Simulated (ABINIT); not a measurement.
The system is Ti.

```xyz
1
Lattice="-1.6410 1.6410 1.6410 1.6410 -1.6410 1.6410 1.6410 1.6410 -1.6410" Properties=species:S:1:pos:R:3 pbc="T T T"
Ti    0.0000    0.0000    0.0000
```

This isn't the form of Ti at room conditions, which is hcp.

Program: ABINIT 10.8.3 (patched build). Alike in all runs: no spin polarisation; cell as given; smearing fermi-dirac 0.05 eV. Hardware: 1 thread of Arm Neoverse N1, on a shared host.

Problem. Order these runs on this cell by their wall time, lowest first.
A. task band structure; level PBEsol; potentials or basis PseudoDojo NC SR PBEsol v0.4.1 standard; k mesh 11 × 11 × 11; cutoff (eV) 1143; mesh quality not flagged
B. task single point; level PBEsol; potentials or basis JTH PAW PBE v2.0; k mesh 4 × 4 × 4; cutoff (eV) 408; fine-grid cutoff 816.342 eV; mesh quality coarse
C. task band structure; level HCTH407; potentials or basis JTH PAW PBE v2.0; k mesh 11 × 11 × 11; cutoff (eV) 408; fine-grid cutoff 816.342 eV; mesh quality not flagged
D. task band structure; level TB-mBJ; potentials or basis JTH PAW LDA v2.0; k mesh 11 × 11 × 11; cutoff (eV) 490; fine-grid cutoff 979.61 eV; mesh quality not flagged

Solution. B (6.5 s), C (18 s), A (48 s), D (250 s).

Caveats: some runs use coarse meshes.
